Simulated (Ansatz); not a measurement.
GeTe:
```
CELL_PARAMETERS angstrom
      2.09363     1.20876     3.69112
     -2.09363     1.20876     3.69112
      0.00000    -2.41752     3.69112
ATOMIC_POSITIONS crystal
  Ge 0.23163 0.23163 0.23163
  Te 0.76837 0.76837 0.76837
```

Relaxed with r²SCAN.

Question: Give the Bader charges and basin volumes of the independent atoms, r²SCAN in the plane-wave PAW code Ansatz.

Answer: 

```csv
atom,Bader charge (e),Bader volume (Å³)
Ge1,+0.40,21.7
Te2,-0.40,34.4
```

Space group R3m. The cell was relaxed with r²SCAN under the symmetry of its start. Spin–orbit coupling is left out wherever it is not named.

Potentials: the later of the program's two PAW sets.
